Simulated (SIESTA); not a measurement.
Ge under changes of volume

One of the cells (18.253 Å³/atom); the others are scaled copies at fixed shape and fractional positions:

```
Ge
1.0
     1.48805   -2.59469    0.00000
     1.48805    2.59469    0.00000
     0.00000    0.00000    4.72760
Ge
2
Direct
  0.33345 0.66655 0.25000
  0.66655 0.33345 0.75000
```

This isn't the form of Ge at room conditions, which is diamond.

| Quantity | Value |
| --- | --- |
| Program | SIESTA 5.4.2 |
| Functional | LDA |
| Potentials or basis | PseudoDojo 0.4 standard (LDA files) |
| Basis | DZP (energy shift 0.003 Ry; two zetas on semicore shells) |
| Grid cutoff | 800 Ry |
| Energy shift | 0.003 Ry |
| k mesh | 10 × 10 × 6 |
| Occupations | fermi-dirac, width 0.05 eV |
| Spin | no spin polarisation |

| volume (Å³/atom) | energy over the lowest point (meV/atom) | pressure (GPa) | largest force (eV/Å) |
| --- | --- | --- | --- |
| 17.158 | 18.50 | 5.6 | 0.002 |
| 17.523 | 8.08 | 3.6 | 0.002 |
| 17.888 | ? | ? | ? |
| 18.253 | 0.00 | 0.1 | 0.001 |
| 18.618 | 1.63 | -1.5 | 0.001 |
| 18.984 | 6.52 | -2.8 | 0.001 |
| 19.349 | 14.34 | -4.0 | 0.000 |

Question: What does the run at 17.888 Å³/atom give?

Answer: Energy over the lowest point 2.03 meV/atom; pressure 1.7 GPa; largest force 0.002 eV/Å.

Worked out: A Birch-Murnaghan fit of order 3 (a polynomial in V^(-2/3)) to the other rows has its minimum at 18.27 Å³/atom with B0 = V·E''(V) = 79 GPa and B' = 4.0 at fixed shape and positions, which overstates the stiffness. It gives 2.04 meV/atom at 17.888 Å³/atom, against the run's 2.03, and -dE/dV = 1.7 GPa, against 1.7.

Energies are extrapolated to zero smearing.

Caveats: the basis of atomic orbitals isn't converged, which shifts pressures, moduli and gaps.
